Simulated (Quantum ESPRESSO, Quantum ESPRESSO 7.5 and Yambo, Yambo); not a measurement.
# As (buckled honeycomb monolayer): bands and cutoff in G0W0 with Yambo

Aim: raise bands and screening cutoff together for As (buckled honeycomb monolayer) and follow gap and time.

Main program and level: Quantum ESPRESSO 7.5 and Yambo 5.3.0; PBE and many-body steps on it, plane waves.

**1. Set-up**

The cell holds 2 atoms: 2 As. Cell: a = 3.611 Å, b = 3.611 Å, c = 14.000 Å, α = 90.0°, β = 90.0°, γ = 120.0°. Vacuum lies along c.

The structure was relaxed with PBE. The runs that relaxed it are not among those shown.

**2. Empty states on the mesh, 6×6×1 mesh, 225 bands**

This step: Quantum ESPRESSO 7.5; DFT, PBE, plane waves, norm-conserving pseudopotentials.

The sums over transitions need many empty states on a uniform mesh; this step solves for them.

pw.in

```
&control
  calculation = 'nscf'
  prefix = 'x'
  outdir = 'o'
  pseudo_dir = 'pseudo'
/
&system
  ibrav = 0
  nat = 2
  ntyp = 1
  ecutwfc = 76.0
  nbnd = 225
  force_symmorphic = .true.
/
&electrons
  conv_thr = 1e-9
  electron_maxstep = 80
  diago_full_acc = .true.
  diago_thr_init = 5e-6
/
ATOMIC_SPECIES
  As 74.922 As.upf
CELL_PARAMETERS angstrom
  3.6113928119 0.0000000000 0.0000000000
  -1.8056964060 3.1275579181 0.0000000000
  0.0000000000 0.0000000000 14.0000000000
ATOMIC_POSITIONS crystal
  As 0.3333333333 0.6666666667 0.4503491445
  As 0.6666666667 0.3333333333 0.5496508555
K_POINTS automatic
  6 6 1 0 0 0
```

Started as:

```sh
OMP_NUM_THREADS=1 mpirun -n 4 pw.x -nk 4 -in pw.in > pw.out
```

The program printed:

```text
Program PWSCF v.7.5 starts

     This program is part of the open-source Quantum ESPRESSO suite
     for quantum simulation of materials; please cite
         "P. Giannozzi et al., J. Phys.:Condens. Matter 21 395502 (2009);
         "P. Giannozzi et al., J. Phys.:Condens. Matter 29 465901 (2017);
         "P. Giannozzi et al., J. Chem. Phys. 152 154105 (2020);
     in publications or presentations arising from this work. More details at

     Atomic positions and unit cell read from directory:
     o/x.save/

     Message from routine setup:
[...]
67.8166

          k = 0.0000 0.3849 0.0000 ( 11944 PWs)   bands (ev):

[...]
29.6949  29.9048  29.9395  30.4629  30.6375  31.1528  31.4642  31.5106
     [... 17 further rows ...]
    67.9047  68.0835  68.2906  68.5945  68.7537  68.9222  68.9665  69.2437
    69.3829

          k = 0.0000-0.5774 0.0000 ( 11918 PWs)   bands (ev):

     [... further k-points ...]

     highest occupied, lowest unoccupied level (ev):    -1.1908    0.4471

     XML data file, pseudopotentials, collected wavefunctions

=------------------------------------------------------------------------------=
   JOB DONE.
=------------------------------------------------------------------------------=
```

The job ended after 59 s (4 MPI ranks of Arm Neoverse V1, shared host; peak memory 1.1 GiB; 4 min of CPU time).

Numbers from this step:

* gap: 1.638 eV
* k of the valence top: 0, 0, 0
* k of the conduction bottom: 0, 0.3333, 0
* least direct gap: 1.936 eV
* k points computed: 7
* lowest point of the top converged band, above the valence top: 66.9914 eV

On this mesh the gap is 1.638 eV.

The density comes from a self-consistent run that is not shown.

**3. Conversion and set-up**

This step: Yambo 5.3.0; conversion and set-up on PBE, plane waves, norm-conserving pseudopotentials.

The states are converted to the many-body program's format and the q mesh is built.

Started as:

```sh
(cd o/x.save; p2y > p2y.log; mv SAVE ../..); yambo > setup.log
```

The program printed:

```text
 Yambo, version 5.3.0

 [02] CORE Variables Setup
 =========================

  [02.01] Unit cells
  ==================

  Cell kind             :  HCP
  Atoms in the cell     :  As
  number of As atoms    :  2

  List of atomic masses
  Mass of As    :  74.92200

  List of atomic coordinates    : [cc]
  As1       : -0.40422E-09   3.9402       11.915      order 1
  As2       :   3.41227   1.97008  14.54165  order 2

  Alat factors          :   6.82454   5.91023  26.45617 [a.u.]
  Direct lattice volume :   1067.10    [a.u.]
  Direct lattice vectors:  A[ 1 ]  A[ 2 ]  A[ 3 ]
[...]
BZ  Q-points                                      :   36

 K/Q-points units:
 rlu = crystal or reduced units; cc = cartesian coordinates; iku = interal k-units

 Q [1]          [rlu]:  0.000000  0.000000  0.000000
 Q [2]          [rlu]:  0.10868E-16  0.16667       0.0000
 Q [3]          [rlu]:  0.21736E-16  0.33333       0.0000
 Q [4]          [rlu]: -0.32605E-16 -0.50000       0.0000
 Q [5]          [rlu]:  0.166667  0.166667  0.000000
 Q [6]          [rlu]:  0.166667  0.333333  0.000000
 Q [7]          [rlu]:  0.333333  0.333333  0.000000

  [03.01] X indexes
  =================

   [03.01.01] Sigma indexes
   ========================

 [06] Game Over & Game summary
```

Elapsed: 2.3 s, on 1 MPI rank; peak memory 0.25 GiB.

**4. 58 bands, 95.2 eV**

Now the one-shot GW correction: screening in the RPA, then the self-energy of the levels asked for.

This step: G0W0 on PBE, plane waves, norm-conserving pseudopotentials.

gw1.in

```
HF_and_locXC
gw0
dyson
ppa
em1d
rim_cut
rim_w
RandQpts= 3000000
RandGvec= 100 RL
CUTGeo= "slab z"
RandGvecW= 9 RL
EXXRLvcs= 76 Ry
VXCRLvcs= 304 Ry
Chimod= "HARTREE"
% BndsRnXp
 1 | 58 |
%
NGsBlkXp= 7 Ry
% LongDrXp
 1 | 1 | 0 |
%
% GbndRnge
 1 | 58 |
%
DysSolver= "n"
ExtendOut
PPAPntXp= 27.21138 eV
% QPkrange
 1 | 1 | 14 | 17 |
 3 | 3 | 14 | 17 |
%
```

Started as:

```sh
OMP_NUM_THREADS=1 mpirun -n 4 yambo -F gw1.in -J gw1 -C gw1 > gw1.log
```

The program printed:

```text
 Yambo, version 5.3.0

 [02] CORE Variables Setup
 =========================

  [... cell, symmetries and grids as in the set-up ...]

  [02.05] Energies & Occupations
  ==============================

  [X] === General ===
  [X] Electronic Temperature                        :  0.000000  0.000000 [eV K]
  [X] Bosonic    Temperature                        :  0.000000  0.000000 [eV K]
  [X] Finite Temperature mode                       : no
  [X] El. density                                   :  0.18972E+24 [cm-3]
  [X] Fermi Level                                   : -1.190779 [eV]

  [X] === Gaps and Widths ===
  [X] Conduction Band Min                           :  1.637909 [eV]
  [X] Valence Band Max                              :  0.000000 [eV]
  [X] Filled Bands                                  :  15
  [X] Empty Bands                                   :   16  225
  [X] Direct Gap                                    :  1.935692 [eV]
  [X] Direct Gap localized at k                     :  1
  [X] Indirect Gap                                  :  1.637909 [eV]
  [X] Indirect Gap between kpts                     :  1  3
  [X] Last valence band width                       :  1.955912 [eV]
  [X] 1st conduction band width                     :  1.154846 [eV]

 [03] Transferred momenta grid and indexing
 ==========================================

 IBZ Q-points                                      :   7
 BZ  Q-points                                      :   36

 K/Q-points units:
 rlu = crystal or reduced units; cc = cartesian coordinates; iku = interal k-units

 Q [1]          [rlu]:  0.000000  0.000000  0.000000
 Q [2]          [rlu]:  0.10868E-16  0.16667       0.0000
 Q [3]          [rlu]:  0.21736E-16  0.33333       0.0000
 Q [4]          [rlu]: -0.32605E-16 -0.50000       0.0000
 Q [5]          [rlu]:  0.166667  0.166667  0.000000
 Q [6]          [rlu]:  0.166667  0.333333  0.000000
 Q [7]          [rlu]:  0.333333  0.333333  0.000000

 [04] Coloumb potential Random Integration (RIM)
 ===============================================

 Performing RIM of v_slab

  [04.01] RIM initialization
  ==========================

  * Diagonal components only detected *

  8 x (sBL volume)        :  0.051656 [a.u.]
  sBZ random points       :  3000000
  Points outside the sBZ  :  24000829
  RL volume               :  0.232453 [a.u.]
  Integrated volume       :  0.232445 [a.u.]

  [04.02] RIM integrals
  =====================

  Gamma point sphere radius             :  0.041603 [a.u.]
  Points outside the sphere             :  2398884
  [Int_sBZ(q=0) 1/q^2]*(Vol_sBZ)^(-1/3) =:  7.487273
                                 should be <:  7.795600

  Summary of Coulomb integrals for non-metallic bands |Q|[au] RIM/Bare

  Q [1] 0.100000E-4 0.960449 * Q [2] 0.177184 0.997450
  Q [5] 0.306892 1.024425 * Q [3] 0.354368 1.023516
  Q [6] 0.468785 1.017616 * Q [4] 0.531552 1.014593
  Q [7] 0.613783 1.011288
  Non-periodic chartesian directions : none
  Optical renormalization            :  26.45617 [au]
  Polarizability dimension           : length

 [05] Coloumb potential CutOffslab
 =================================

 Cut directionsZ
 Slab Cutoff:Z
 Symmetry test passed : yes

 [06] Dipoles
 ============

  [06.01] Setup: observables and procedures
  =========================================

 [07] Dynamic Dielectric Matrix (PPA)
 ====================================

 [WR./gw1//ndb.pp]---------------------------------------------------------------
  Brillouin Zone Q/K grids (IBZ/BZ)                :    7   36    7   36
  RL vectors                                       :  14617 [WF]
  Coulomb cutoff potential                         : slab z
  Electronic Temperature                           :  0.000000 [K]
  Bosonic    Temperature                           :  0.000000 [K]
  PPA    diel. fun.  energies                      : Perdew, Burke & Ernzerhof(X)+Perdew, Burke & Ernzerhof(C)
  wavefunctions                                    : Perdew, Burke & Ernzerhof(X)+Perdew, Burke & Ernzerhof(C)
[...]
X poles                                          :  100.0000 [o/o]
  RL vectors in the sum                            :  14617
  [r,Vnl] included                                 : yes
  Field direction                                  :  0.707107E-5  0.707107E-5   0.00000
  BZ energy Double Grid                            : no
  BZ energy DbGd points                            : 0
  BZ Q point size factor                           : -1.000000
  X Optical Averaged directions                    : none

 [08] Local Exchange-Correlation + Non-Local Fock
 ================================================

 [VXC] Plane waves :   95457
 [EXS] Plane waves :  12073

 QP @ state[ 1 ] K range:  1  1
 QP @ state[ 1 ] b range:  14  17
 QP @ state[ 2 ] K range:  3  3
 QP @ state[ 2 ] b range:  14  17

 [xc] Functional : Perdew, Burke & Ernzerhof(X)+Perdew, Burke & Ernzerhof(C)
 [xc] LIBXC used to calculate xc functional
  PP Number of Atomic Species                      :  1
  NLCC RL compoments                               :   95457
  PP Number of Atomic Species                      :  1
  NLCC RL compoments                               :   95457

 [xc] E_xc :  -21.87158 [Ha]
      E_xc :  -43.74316 [Ry]

  Local XC kind (lXC) : Perdew, Burke & Ernzerhof(X)+Perdew, Burke & Ernzerhof(C)
  Non-Local XC kind (nlXC) : Hartree-Fock

  Corrections @ K [1] :  [eV]
 <14|nlXC|14> = -15.51940  0.15273E-16 <14|lXC|14> = -13.27479  0.37763E-15
 <15|nlXC|15> = -15.51942 -0.67393E-19 <15|lXC|15> = -13.27479  0.47204E-16
 <16|nlXC|16> = -8.987752  0.27266E-17 <16|lXC|16> = -12.19209  0.18882E-15
 <17|nlXC|17> = -9.078108  0.65884E-18 <17|lXC|17> = -12.53426  0.000000

  Corrections @ K [3] :  [eV]
 <14|nlXC|14> = -15.53026 -0.75883E-18 <14|lXC|14> = -12.67475  0.28323E-15
 <15|nlXC|15> = -14.72921  0.11610E-17 <15|lXC|15> = -11.95550  0.000000
 <16|nlXC|16> = -7.644538 -0.11310E-17 <16|lXC|16> = -10.51954  0.14161E-15
 <17|nlXC|17> = -6.598290  0.19190E-17 <17|lXC|17> = -10.33825 -0.94408E-16

 [09] Dyson equation: Newton solver
 ==================================

  [09.01] RIM-W interpolation
  ===========================

  [WARNING] RIM-W works only for 2D semiconductors with slab cutoff
  Found compatible q grid: 2D
  q_min[ 1 ]:  0.16667      0.11217E-11   0.0000     [rlu]
   0.166667  0.083333  0.000000 [iku]
  q_min[ 2 ]:  0.10868E-16  0.16667       0.0000     [rlu]
   0.10868E-16  0.16667       0.0000     [iku]
  G-vectors :   9
  G-vectors loaded:   63
  Number of interpolated frequencies:  2

  Evaluating coefficients q = 0
  Evaluating coefficients q = 0

  [09.02] RIM-W integrals
  =======================

  8 x (sBL volume)        :  0.051656 [a.u.]
  sBZ random points       :  3000000
  Points outside the sBZ  :  24000829
  RL volume               :  0.232453 [a.u.]
  Integrated volume       :  0.232445 [a.u.]

  [09.03] RIM integrals
  =====================

  Comparison between head Wc = W - v averages: < Wc > [au] RIM-W/RIM

   < -Wc [Q = 1] > 0.364174E-1 0.484107E-4 * < -Wc [Q = 2] > 0.005322 0.005132
   < -Wc [Q = 3] > 0.974217E-3 0.953068E-3 * < -Wc [Q = 4] > 0.325079E-3 0.321251E-3
   < -Wc [Q = 5] > 0.001430 0.001396 * < -Wc [Q = 6] > 0.468214E-3 0.463263E-3
   < -Wc [Q = 7] > 0.217500E-3 0.216120E-3

  Comparison between head Wc = W - v averages: < Wc > [au] RIM-W/RIM

   < -Wc [G = 1,G`=0] > 0.364174E-1 0.484107E-4 * < -Wc [G = 2,G`=0] >-0.002022 0.000000
   < -Wc [G = 3,G`=0] >-0.002022 0.000000 * < -Wc [G = 4,G`=0] > 0.705425E-4  0.00000
   < -Wc [G = 5,G`=0] > 0.705638E-4  0.00000 * < -Wc [G = 6,G`=0] > 0.511797E-4  0.00000
   < -Wc [G = 7,G`=0] > 0.511524E-4  0.00000 * < -Wc [G = 8,G`=0] >-0.168314E-4  0.00000
   < -Wc [G = 9,G`=0] >-0.168290E-4  0.00000

 [10] G0W0 (W PPA)
 =================

 [  GW  ] Bands range     :    1   58
 [GW/PPA] G damping       :  0.100000 [eV]

 QP @ state[ 1 ] K range:  1  1
 QP @ state[ 1 ] b range:  14  17
 QP @ state[ 2 ] K range:  3  3
 QP @ state[ 2 ] b range:  14  17

  Sc/G bands                                       :    1   58
  Sc/G damping                                     :  0.100000 ev
  Sc bands terminator                              : no
  Sx RL components                                 :  12073

  QP @ state[ 1 ] K range                          :  1  1
  QP @ state[ 1 ] b range                          :  14  17
  QP @ state[ 2 ] K range                          :  3  3
  QP @ state[ 2 ] b range                          :  14  17
  GF energies kind                                 : Perdew, Burke & Ernzerhof(X)+Perdew, Burke & Ernzerhof(C)
  GF WF`s kind                                     : Perdew, Burke & Ernzerhof(X)+Perdew, Burke & Ernzerhof(C)
  Xs energies kind                                 : Perdew, Burke & Ernzerhof(X)+Perdew, Burke & Ernzerhof(C)
  Xs WF`s kind                                     : Perdew, Burke & Ernzerhof(X)+Perdew, Burke & Ernzerhof(C)

 [14] Game Over & Game summary
```

The job ended after 97 s (4 MPI ranks; peak memory 2.3 GiB).

Numbers from this step:

```
G0W0 gap on the points computed              : 2.816 eV
starting gap on the mesh                     : 1.638 eV
k of the valence top                         : 0, 0, 0
k of the conduction bottom                   : 0, 0.3333, 0
least direct G0W0 gap on the computed points : 3.235 eV
Z at the valence top                         : 0.7407
Z at the conduction bottom                   : 0.7472
```

The gap on the mesh goes from 1.64 eV to 2.82 eV, a correction of +1.18 eV.

(Part 1 of 2 ends here.)

[Paths, hosts, dates, memory and timing lines, banners, echoed tables and standing remarks are left out of the program output.]

[Logs are printed without paths, hosts, clocks, repeated set-up lines and the standing remarks that a program may print on its own settings, such as how far it seeks lower states.]

[Runs of the session that timed out or met a known fault of the program may be left out.]

[Hosts, paths, dates, database ids (printed as entryN), source tags and the programs' standing remarks are cut or masked in the printed files.]
